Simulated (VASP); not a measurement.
# Mg (P6_3/mmc) in VASP: a series of runs

One crystal, Mg, is run at these levels: PBEsol; tasks: single point.

Everything below comes from runs of VASP 6.6.1. Logs are shortened: lines on timing, memory, paths and dates and some standing lists are left out, and cuts for length are marked.

## 1. The crystal as given

The structure is hexagonal, space group P6_3/mmc (No. 194). Conventional cell: a = 3.176 Å, b = 3.176 Å, c = 10.331 Å, α = 90.00°, β = 90.00°, γ = 120.00°. Mg (site symmetry -3m) has 12 Mg at 3.17 to 3.18 Å as nearest neighbours. Mg (site symmetry -6m2) has 12 Mg at 3.17 to 3.18 Å as nearest neighbours.

## 2. Single point, PBEsol

INCAR

```
PREC = Accurate ; ENCUT = 520
EDIFF = 1E-6 ; ISMEAR = -1
SIGMA = 0.1 ; LREAL = F
LASPH = T ; NELM = 100
ALGO = Normal ; ISIF = 2
LWAVE = F ; LCHARG = T
GGA = PS ; LELF = T
LVHAR = T ; NBANDS = 12
```

KPOINTS

```
Automatic mesh
0
Gamma
  15 15 4
```

POSCAR

```
Mg
1.0
    3.1763805597      0.0000000000      0.0000000000
   -1.5881902798      2.7508262568      0.0000000000
    0.0000000000      0.0000000000     10.3306460282
Mg
4
Direct
    0.0000000000      1.0000000000      0.0000000000
    0.0000000000      0.0000000000      0.5000000000
    0.3333333333      0.6666666667      0.2500000000
    0.6666666667      0.3333333333      0.7500000000
```

Potentials or basis: VASP PAW PBE potentials, release 64 (Mg).

The run is started by

```
$ cat potpaw_PBE.64/Mg/POTCAR > POTCAR
$ mpirun -np 1 vasp_std > vasp.out
```

OUTCAR:

```text
PREC = Accurate
   ENCUT = 520
   EDIFF = 1E-6
   ISMEAR = -1
   LREAL = F
   LASPH = T
   NELM = 100
   ISIF = 2
   GGA = PS

 ion  position               nearest neighbor table
   1  0.000  0.000  0.000-   3 3.17   4 3.17   3 3.17   4 3.17   4 3.17   3 3.17
   2  0.000  0.000  0.500-   3 3.17   4 3.17   3 3.17   4 3.17   4 3.17   3 3.17
   3  0.333  0.667  0.250-   1 3.17   2 3.17   1 3.17   2 3.17   1 3.17   2 3.17
   4  0.667  0.333  0.750-   1 3.17   2 3.17   1 3.17   2 3.17   1 3.17   2 3.17

  LATTYP: Found a hexagonal cell.
 ALAT       =     3.1763805597
 C/A-ratio  =     3.2523325949

  Lattice vectors:

 A1 = (   3.1763805597,   0.0000000000,   0.0000000000)
 A2 = (  -1.5881902798,   2.7508262568,   0.0000000000)
 A3 = (   0.0000000000,   0.0000000000,  10.3306460282)

Analysis of symmetry for initial positions (statically):
=====================================================================
 Subroutine PRICEL returns:
 Original cell was already a primitive cell.

 Routine SETGRP: Setting up the symmetry group for a
 hexagonal supercell.

 Subroutine GETGRP returns: Found 24 space group operations
 (whereof 12 operations were pure point group operations)
 out of a pool of 24 trial point group operations.

The static configuration has the point symmetry D_3d.
 The point group associated with its full space group is D_6h.

Analysis of symmetry for dynamics (positions and initial velocities):
=====================================================================
 Subroutine PRICEL returns:
 Original cell was already a primitive cell.

 Routine SETGRP: Setting up the symmetry group for a
 hexagonal supercell.

 Subroutine GETGRP returns: Found 24 space group operations
 (whereof 12 operations were pure point group operations)
 out of a pool of 24 trial point group operations.

The dynamic configuration has the point symmetry D_3d.
 The point group associated with its full space group is D_6h.

 Subroutine INISYM returns: Found 24 space group operations
 (whereof 12 operations are pure point group operations),
 and found     1 'primitive' translations

----------------------------------------------------------------------------------------

                                     Primitive cell

  volume of cell :      90.2658

  direct lattice vectors                    reciprocal lattice vectors
     3.176380560  0.000000000  0.000000000     0.314823738  0.181763570  0.000000000
    -1.588190280  2.750826257  0.000000000     0.000000000  0.363527139  0.000000000
     0.000000000  0.000000000 10.330646028     0.000000000  0.000000000  0.096799367

  length of vectors
     3.176380560  3.176380560 10.330646028     0.363527139  0.363527139  0.096799367

  position of ions in fractional coordinates (direct lattice)
     0.000000000  0.000000000  0.000000000
     0.000000000  0.000000000  0.500000000
     0.333333333  0.666666667  0.250000000
     0.666666667  0.333333333  0.750000000

  ion indices of the primitive-cell ions
   primitive index   ion index
                 1           1
                 2           2
                 3           3
                 4           4

----------------------------------------------------------------------------------------

 KPOINTS: Automatic mesh

Automatic generation of k-mesh.
 Grid dimensions read from file:
 generate k-points for:   15   15    4

 Generating k-lattice:

  Cartesian coordinates                     Fractional coordinates (reciprocal lattice)
     0.020988249  0.012117571  0.000000000     0.066666667 -0.000000000  0.000000000
     0.000000000  0.024235143  0.000000000     0.000000000  0.066666667  0.000000000
     0.000000000  0.000000000  0.024199842     0.000000000  0.000000000  0.250000000

  Length of vectors
     0.024235143  0.024235143  0.024199842

  Shift w.r.t. Gamma in fractional coordinates (k-lattice)
     0.000000000  0.000000000  0.000000000

 Subroutine IBZKPT returns following result:
 ===========================================

 Found     81 irreducible k-points:

 Following reciprocal coordinates:
            Coordinates               Weight
  0.000000  0.000000  0.000000      1.000000
  0.066667  0.000000  0.000000      6.000000
  0.133333 -0.000000  0.000000      6.000000
  0.200000  0.000000  0.000000      6.000000
  0.266667 -0.000000  0.000000      6.000000
  0.333333  0.000000  0.000000      6.000000
[... 16 lines left out ...]
  0.333333  0.200000  0.000000     12.000000
  0.400000  0.200000  0.000000      6.000000
 [... further k-points ...]
   k-points           NKPTS =     81   k-points in BZ     NKDIM =     81   number of bands    NBANDS=     12
   number of dos      NEDOS =    301   number of ions     NIONS =      4
   total plane-waves  NPLWV =  46080
   dimension x,y,z NGX =    24 NGY =   24 NGZ =   80
   dimension x,y,z NGXF=    48 NGYF=   48 NGZF=  160
   ions per type =               4
   NGX,Y,Z   is equivalent  to a cutoff of  12.56, 12.56, 12.87 a.u.
   NGXF,Y,Z  is equivalent  to a cutoff of  25.12, 25.12, 25.75 a.u.
 SYSTEM =  unknown system
   PREC   = accura    normal or accurate (medium, high low for compatibility)
   ISTART =      0    job   : 0-new  1-cont  2-samecut
   ICHARG =      2    charge: 1-file 2-atom 10-const
   ISPIN  =      1    spin polarized calculation?
   LNONCOLLINEAR =      F non collinear calculations
   LSORBIT =      F    spin-orbit coupling
   LASPH  =      T    aspherical Exc in radial PAW
   ENCUT  =  520.0 eV  38.22 Ry    6.18 a.u.   5.91  5.91 19.21*2*pi/ulx,y,z
   NELM   =    100;   NELMIN=  2; NELMDL= -5     # of ELM steps
   EDIFF  = 0.1E-05   stopping-criterion for ELM
   LREAL  =      F    real-space projection
[... 7 lines left out ...]
   TEBEG  =    0.0;   TEEND  =   0.0 temperature during run
   PSTRESS=    0.0 pullay stress
   NELECT =       8.0000    total number of electrons
   NUPDOWN=      -1.0000    fix difference up-down
   EMIN   =  10.00;   EMAX   =-10.00  energy-range for DOS
   EFERMI =   0.00;   METHOD = LEGACY
   ISMEAR =    -1;   SIGMA  =   0.10  broadening in eV -4-tet -1-fermi 0-gaus
   EFERMI_NEDOS =   21; number of points for ismear=-14 and -15
   IALGO  =     38    algorithm
   IMIX   =      4    mixing-type and parameters
     AMIX     =   0.40;   BMIX     =  1.00
     AMIX_MAG =   1.60;   BMIX_MAG =  1.00
  volume/ion in A,a.u.               =      22.57       152.29
  Fermi-wavevector in a.u.,A,eV,Ry     =   0.729901  1.379312  7.248572  0.532755
  Thomas-Fermi vector in A             =   1.821737
   LORBIT       =      0    0 simple, 1 ext, 2 COOP (PROOUT), +10 PAW based schemes
   GGA     = PS    functional components
   LHFCALC =     F    Hartree Fock is set to
   AEXX    =    0.0000 exact exchange contribution
   IVDW    =     0    specifies the selected vdW correction
   LEPSILON=     F    determine dielectric tensor
   LRPA    =     F    only Hartree local field effects (RPA)
 non-spin polarized calculation
  energy-cutoff  :      520.00
  volume of cell :       90.27
 maximum number of plane-waves:      2456
 NGX is ok and might be reduce to    24
   NGX = 11   NGY = 11   NGZ = 39

 number of electron       8.0000000 magnetization

 Free energy of the ion-electron system (eV)
  ---------------------------------------------------
  ext. energy  EPLUGINS =         0.00000000
  ---------------------------------------------------
  free energy    TOTEN  =        -6.89737748 eV

  energy without entropy =       -6.83905347  energy(sigma->0) =       -6.86821548

 E-fermi :   2.6760     XC(G=0):  -8.5879

 val. band max:        2.6539437399   @ k =   0.2667   0.0667   0.0000
 cond. band min:       2.6805482118   @ k =   0.4000   0.0667   0.5000
 fundamental gap:      0.0266044719
 Fermi energy:         2.6760255729

 k-point     1 :       0.0000    0.0000    0.0000
  band No.  band energies     occupation
      1      -4.3222      2.00000
      2      -2.9184      2.00000
      3      -2.9182      2.00000
      4       0.9580      2.00000
      5       1.4285      1.99999
      6       7.7286      0.00000
      7       7.7378      0.00000
      8      13.7490      0.00000
      9      13.7490      0.00000
     10      13.8294      0.00000
     11      13.8294      0.00000
     12      14.5336      0.00000

 k-point     2 :       0.0667    0.0000    0.0000
  band No.  band energies     occupation
      1      -4.2336      2.00000
      2      -2.8311      2.00000
      3      -2.8309      2.00000
      4       1.0387      2.00000
      5       1.5146      1.99998
      6       7.7951      0.00000
      7       7.8083      0.00000
      8      12.0204      0.00000
      9      12.7695      0.00000
     10      13.0213      0.00000
     11      13.1102      0.00000
     12      13.7507      0.00000

 k-point     3 :       0.1333   -0.0000    0.0000
  band No.  band energies     occupation
      1      -3.9682      2.00000
      2      -2.5697      2.00000
      3      -2.5694      2.00000
      4       1.2809      2.00000
      5       1.7709      1.99977
      6       7.9657      0.00000
      7       8.0072      0.00000
      8      10.0103      0.00000
      9      11.0607      0.00000
     10      11.1471      0.00000
     11      11.8847      0.00000
     12      12.7636      0.00000

 k-point     4 :       0.2000    0.0000    0.0000
  band No.  band energies     occupation
      1      -3.5277      2.00000
      2      -2.1358      2.00000
      3      -2.1354      2.00000
      4       1.6847      1.99990
      5       2.1899      1.98464
      6       7.6588      0.00000
      7       8.1934      0.00000
      8       8.6546      0.00000
      9       9.1778      0.00000
     10       9.3904      0.00000
     11      11.1467      0.00000
     12      11.7074      0.00000

 k-point     5 :       0.2667   -0.0000    0.0000
  band No.  band energies     occupation
      1      -2.9144      2.00000
      2      -1.5320      2.00000
      3      -1.5314      2.00000
      4       2.2502      1.97209
      5       2.7489      0.65102
      6       6.0164      0.00000
      7       7.1416      0.00000
      8       7.2716      0.00000
      9       9.0396      0.00000
     10       9.1190      0.00000
     11      10.5571      0.00000
     12      10.5741      0.00000
[... 228 lines left out ...]
      1      -1.9588      2.00000
      2      -0.5922      2.00000
      3      -0.5910      2.00000
      4       3.1380      0.01952
      5       3.5387      0.00036
      6       5.5052      0.00000
      7       5.8822      0.00000
      8       6.5276      0.00000
      9       6.5983      0.00000
     10       7.2643      0.00000
     11       7.5836      0.00000
     12       9.9177      0.00000

 k-point    22 :       0.2667    0.2000    0.0000
  band No.  band energies     occupation
      1      -1.0989      2.00000
      2       0.2508      2.00000
      3       0.2529      2.00000
      4       3.6555      0.00011
      5       3.9331      0.00001
      6       4.5159      0.00000
      7       5.0812      0.00000
      8       5.2118      0.00000
      9       5.6760      0.00000
     10       6.6604      0.00000
     11       6.9488      0.00000
     12       8.8724      0.00000

 k-point    23 :       0.3333    0.2000    0.0000
  band No.  band energies     occupation
      1      -0.0790      2.00000
      2       1.2368      2.00000
      3       1.2433      2.00000
      4       2.4089      1.87059
      5       3.7584      0.00004
      6       3.7680      0.00004
      7       4.6485      0.00000
      8       4.9538      0.00000
      9       5.6928      0.00000
     10       6.3765      0.00000
     11       6.8683      0.00000
     12       7.4276      0.00000

 k-point    24 :       0.4000    0.2000    0.0000
  band No.  band energies     occupation
      1       1.0779      2.00000
      2       1.1010      2.00000
      3       2.1308      1.99147
      4       2.1524      1.98941
      5       2.7365      0.70633
      6       2.7543      0.62766
      7       4.6650      0.00000
      8       5.8227      0.00000
      9       5.9922      0.00000
     10       6.0327      0.00000
     11       6.4678      0.00000
     12       7.3471      0.00000

 [... further k-points ...]

------------------------ aborting loop because EDIFF is reached ----------------------------------------

  FORCE on cell =-STRESS in cart. coord.  units (eV):
  Direction    XX          YY          ZZ          XY          YZ          ZX
  --------------------------------------------------------------------------------------
  -------------------------------------------------------------------------------------
  Total        0.1019675      0.1019675     -0.1902246      0.0000000     -0.0000000      0.0000000
  in kB        1.8098783      1.8098783     -3.3764009      0.0000000     -0.0000000      0.0000000
  external PRESSURE =       0.0811186 kB  Pullay stress =       0.0000000 kB

 VOLUME and BASIS-vectors are now :
 -----------------------------------------------------------------------------
  energy-cutoff  :      520.00
  volume of cell :       90.27
      direct lattice vectors                 reciprocal lattice vectors
     3.176380560  0.000000000  0.000000000     0.314823738  0.181763570  0.000000000
    -1.588190280  2.750826257  0.000000000     0.000000000  0.363527139  0.000000000
     0.000000000  0.000000000 10.330646028     0.000000000  0.000000000  0.096799367

 POSITION                                       TOTAL-FORCE (eV/Angst)
 -----------------------------------------------------------------------------------
      0.00000      0.00000      0.00000        -0.000000      0.000000     -0.000000
      0.00000      0.00000      5.16532        -0.000000      0.000000     -0.000000
     -0.00000      1.83388      2.58266         0.000000      0.000000     -0.000000
      1.58819      0.91694      7.74798        -0.000000     -0.000000      0.000000
 -----------------------------------------------------------------------------------
    total drift:                                0.000000     -0.000000      0.000000

  FREE ENERGIE OF THE ION-ELECTRON SYSTEM (eV)
  ---------------------------------------------------
  free  energy   TOTEN  =        -6.8973774837 eV

  energy  without entropy=       -6.8390534668  energy(sigma->0) =       -6.86821548
```

Wall time 53 s (1 thread of AMD EPYC 7R13 (Zen 3), shared host); peak memory 0.2 GiB.

What came out:

```
Free energy            : -6.8974 eV
Pressure               : 0.0 GPa
Band gap on the k mesh : none (metal or under the smearing width)
```

Stress tensor (GPa, compression positive):
```
 0.18  0.00  0.00
 0.00  0.18  0.00
 0.00  0.00 -0.34
```

Levels at points of the mesh, in eV from the Fermi level:
```csv
k point,band 2,band 3,band 4,band 5,band 6,band 7
"(0.00, 0.00, 0.00)",-5.59,-5.59,-1.72,-1.25,5.05,5.06
"(0.00, 0.00, 0.50)",-6.65,-3.87,-3.87,1.51,1.51,9.06
```

Caveat: the PAW data sets were made with another functional, which shifts forces and pressure a little.

## 3. Single point, PBEsol

INCAR

```
SYSTEM = Mg
PREC = Accurate
ENCUT = 520
EDIFF = 1E-6
ISMEAR = -1
SIGMA = 0.1
LREAL = .FALSE.
LASPH = .TRUE.
NELM = 80
ALGO = Normal
ISIF = 2
LWAVE = .FALSE.
LCHARG = .FALSE.
GGA = PS
NBANDS = 12
```

KPOINTS

```
regular mesh
0
G
  13 13 4
  0 0 0
```

POSCAR is that of step 2.

Potentials or basis: VASP PAW PBE potentials, release 64 (Mg).

The run is started by

```
$ cat potpaw_PBE.64/Mg/POTCAR > POTCAR
$ mpirun -np 1 vasp_std > vasp.out
```

It took 42 s on 1 thread of AMD EPYC 7R13 (Zen 3), shared host; peak memory 0.19 GiB.

Results (log left out):

| Property | Result |
| --- | --- |
| Free energy | -6.8882 eV |
| Pressure | 0.0 GPa |
| Band gap on the k mesh | none (metal or under the smearing width) |

Levels at points of the mesh, in eV from the Fermi level:
| k point | band 2 | band 3 | band 4 | band 5 | band 6 | band 7 |
| --- | --- | --- | --- | --- | --- | --- |
| (0.00, 0.00, 0.00) | -5.64 | -5.64 | -1.77 | -1.30 | 5.00 | 5.01 |
| (0.00, 0.00, 0.50) | -6.69 | -3.92 | -3.92 | 1.46 | 1.46 | 9.01 |

Caveat: the PAW data sets were made with another functional, which shifts forces and pressure a little.

(Part 1 of 2 ends here.)
